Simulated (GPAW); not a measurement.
Write an ASE script for GPAW 26.7.0 that does the following.

| Quantity | Value |
| --- | --- |
| Task | relaxation of cell and atoms |
| Functional | PBEsol |
| Dispersion | D4 |
| Potentials or basis | PAW data sets generated in the run's folder for this functional |
| Cutoff | 600 eV |
| Basis | pw |
| k mesh | 7 × 7 × 7 |
| Occupations | fermi-dirac, width 0.05 eV |
| Spin | no spin polarisation |
| Maxiter | 150 |
| Optimizer | BFGS |
| Fmax | 0.02 eV/Å |
| Max steps | 60 |
| Convergence | density=1e-05 forces=0.0001 |

TePb:

```
Pb Te
1.0
     0.00000    3.23100    3.23100
     3.23100    0.00000    3.23100
     3.23100    3.23100    0.00000
Pb Te
1 1
Cartesian
  0.0000 0.0000 0.0000
  3.2310 3.2310 3.2310
```

The input as run:

run.py

```python
from ase import Atoms
from ase.calculators.mixing import SumCalculator
from ase.filters import FrechetCellFilter
from ase.io import write
from ase.optimize import BFGS
from dftd4.ase import DFTD4
from gpaw import GPAW, PW, setup_paths

setup_paths.insert(0, '.')

atoms = Atoms(['Pb', 'Te'],
              cell=[[0.0, 3.231, 3.231],
                    [3.231, 0.0, 3.231],
                    [3.231, 3.231, 0.0]],
              scaled_positions=[[0.0, 0.0, 0.0],
                                [0.5, 0.5, 0.5]],
              pbc=True)

calc = GPAW(mode=PW(600),
            xc='PBEsol',
            kpts={'size': (7, 7, 7), 'gamma': True},
            occupations={'name': 'fermi-dirac', 'width': 0.05},
            nbands=19,
            convergence={'density': 1e-05, 'forces': 0.0001},
            maxiter=150,
            txt='gpaw.txt')
atoms.calc = SumCalculator([calc, DFTD4(method='pbesol')])
opt = BFGS(FrechetCellFilter(atoms), trajectory='relax.traj', logfile='-')
done = opt.run(fmax=0.02, steps=60)
calc.write('gs.gpw')
write('result.traj', atoms)
print('Converged:', done)
print('Cell:', atoms.cell.cellpar().round(4))
print('Volume:', round(atoms.get_volume(), 4))
print(atoms.get_scaled_positions().round(5))
```

Potentials or basis: PAW data sets generated in the run's folder for this functional, pw.

Launch:

```console
$ gpaw-setup -f PBEsol Pb Te
$ OMP_NUM_THREADS=1 python run.py
```

It gave:

```json
{"Relaxed volume": "32.37 Å³/atom", "Relaxed cell": "a = 4.507 Å, b = 4.507 Å, c = 4.507 Å, α = 60.00°, β = 60.00°, γ = 60.00°", "Space group after relaxing (to 0.05 Å)": "Fm-3m (No. 225)", "Energy gained by relaxing": "7.9 meV/atom", "Ionic steps": "4", "Pressure after relaxing": "0.0 GPa", "Dispersion energy per atom": "-0.263 eV"}
```

Caveat: later steps reuse the first step's grids.

Wall time 2.2 min on 1 thread of Arm Neoverse V1, with other jobs on the host, peak memory 0.25 GiB.
